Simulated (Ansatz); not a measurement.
**Vacancy on the Ga site of GaAs**

Method: PBE, scalar-relativistic; no spin polarisation; PAW, 420 eV, Γ-centred 2×2×2 mesh, 0.05 eV Gaussian smearing; code Ansatz; PAW files: Ansatz's generated set soft_2.

The chain of runs began from a cell as deposited in COD, expanded in volume.

One Ga atom is removed from a 3×2×2 supercell (24 sites) at the volume of the relaxed crystal; the cell stays neutral and its atoms are relaxed. The perfect supercell:

```yaml
crystal:
  lattice:
    - [0.00000, 8.61670, 8.61670]
    - [5.74447, 0.00000, 5.74447]
    - [5.74447, 5.74447, 0.00000]
  atoms:
    - { symbol: Ga, position: [0.00000, 0.00000, 0.00000] }
    - { symbol: As, position: [0.25000, 0.37500, 0.37500] }
    - { symbol: Ga, position: [0.00000, 0.00000, 0.50000] }
    - { symbol: As, position: [0.25000, 0.37500, 0.87500] }
    - { symbol: Ga, position: [0.00000, 0.50000, 0.00000] }
    - { symbol: As, position: [0.25000, 0.87500, 0.37500] }
    - { symbol: Ga, position: [0.00000, 0.50000, 0.50000] }
    - { symbol: As, position: [0.25000, 0.87500, 0.87500] }
    - { symbol: Ga, position: [0.33333, 0.00000, 0.00000] }
    - { symbol: As, position: [0.58333, 0.37500, 0.37500] }
    - { symbol: Ga, position: [0.33333, 0.00000, 0.50000] }
    - { symbol: As, position: [0.58333, 0.37500, 0.87500] }
    - { symbol: Ga, position: [0.33333, 0.50000, 0.00000] }
    - { symbol: As, position: [0.58333, 0.87500, 0.37500] }
    - { symbol: Ga, position: [0.33333, 0.50000, 0.50000] }
    - { symbol: As, position: [0.58333, 0.87500, 0.87500] }
    - { symbol: Ga, position: [0.66667, 0.00000, 0.00000] }
    - { symbol: As, position: [0.91667, 0.37500, 0.37500] }
    - { symbol: Ga, position: [0.66667, 0.00000, 0.50000] }
    - { symbol: As, position: [0.91667, 0.37500, 0.87500] }
    - { symbol: Ga, position: [0.66667, 0.50000, 0.00000] }
    - { symbol: As, position: [0.91667, 0.87500, 0.37500] }
    - { symbol: Ga, position: [0.66667, 0.50000, 0.50000] }
    - { symbol: As, position: [0.91667, 0.87500, 0.87500] }
```

**Question.** What does it cost to form the vacancy, with the atom put into elemental Ga in its standard state?

**Answer.** 2.74 eV. So small a cell and so coarse a mesh can leave errors of tenths of an eV, and no charge states or corrections are included. The vacancy's nearest images are 8.1 Å away.

The relaxed cell with the vacancy (pressure -1.2 GPa against 0.1 GPa without it; gap zero (metallic) against 0.15 eV):

```xyz
23
Lattice="0.0000 8.6167 8.6167 5.7445 0.0000 5.7445 5.7445 5.7445 0.0000" Properties=species:S:1:pos:R:3 pbc="T T T"
As    4.2866    4.3218    4.3218
Ga    2.8468    2.8885    0.0120
As    7.1744    7.2091    4.3254
Ga    2.8468    0.0120    2.8885
As    7.1744    4.3254    7.2091
Ga    5.7271    2.8939    2.8939
As   10.2201    7.0233    7.0233
Ga   -0.0497    2.8178    2.8178
As    4.3032    7.1861    7.1861
Ga    2.9386    5.8036    2.8177
As    7.1930   10.0420    7.1847
Ga    2.9386    2.8177    5.8036
As    7.1930    7.1847   10.0420
Ga    5.7505    5.7438    5.7438
As   10.0451   10.0437   10.0437
Ga    0.0039    5.7482    5.7482
As    4.2925   10.0658   10.0658
Ga    2.8402    8.6446    5.7743
As    7.1309   12.9626   10.0281
Ga    2.8402    5.7743    8.6446
As    7.1309   10.0281   12.9626
Ga    5.7362    8.6305    8.6305
As   10.0705   12.9332   12.9332
```

A gap this small on so coarse a mesh may close between its points, so the perfect crystal may be a metal too.

A hop into the vacancy was tried too, but its band gave no sound barrier (unconverged, held by symmetry or too near the vacancy's images), so it is left out.

The cell is a metal with an odd number of electrons, and spin polarisation wasn't tried. The k-mesh is coarse, so small energy differences aren't converged.
